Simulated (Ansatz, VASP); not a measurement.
# One calculation of GdO, two programs

INCAR

```
SYSTEM = GdO
  PREC = Accurate
  ENCUT = 520
  EDIFF = 1E-6
  ISMEAR = -1
  SIGMA = 0.1
  LREAL = .FALSE.
  LASPH = .TRUE.
  NELM = 150
  ALGO = Normal
  ISIF = 2
  LWAVE = .FALSE.
  LCHARG = .FALSE.
  ISPIN = 2
  MAGMOM = 7 0
  LORBIT = 11
  LMAXMIX = 6
  GGA = PE
  NBANDS = 23
```

The input KPOINTS:

```
regular mesh
0
G
  9 9 9
  0 0 0
```

POSCAR

```
GdO
1.0
    0.0000000000      2.7000000000      2.7000000000
    2.7000000000      0.0000000000      2.7000000000
    2.7000000000      2.7000000000      0.0000000000
Gd O
1 1
Direct
    0.0000000000      0.0000000000      0.0000000000
    0.2500000000      0.2500000000      0.2500000000
```

Input for Ansatz:

```yaml
crystal:
  lattice:
    - [0.0, 2.7, 2.7]
    - [2.7, 0.0, 2.7]
    - [2.7, 2.7, 0.0]
  atoms:
    - { symbol: Gd, position: [0.0, 0.0, 0.0] }
    - { symbol: O, position: [0.25, 0.25, 0.25] }
basis:
  ecutwfc: 450.0
kpoints:
  mp_grid:
    grid: [9, 9, 9]
magnetization:
  spin_polarized: true
  per_species:
    Gd: 7.0
scf:
  occupations:
    method: fermi_dirac
    width: 0.1
```

Alike in both runs: task single point; functional PBE; k mesh 9 × 9 × 9; occupations fermi-dirac, width 0.1 eV; collinear spin.

|  | VASP | Ansatz |
| --- | --- | --- |
| version | VASP 6.6.1 | Ansatz 0.2.0 |
| potentials or method | VASP PAW PBE potentials, release 64 (Gd, O) | plane waves, PAW |
| plane-wave cutoff (eV) | 520 | 450 |
| valence electrons in the cell | 24 | 24 |

```tsv
	VASP	Ansatz	Ansatz less VASP
net moment per atom (μB)	3.76	3.75	-0.011
size of the moment on the site where the two differ most (μB)	6.85	6.80	-0.046
```

Site moments also hang on the region over which each program counts them. The functional is the same, so the differences come from potentials, cutoffs and numerics.

Caveats: a cell with one magnetic atom can't hold antiferromagnetic order, which such compounds often take. The state reached can hang on the start; a lower one may exist.
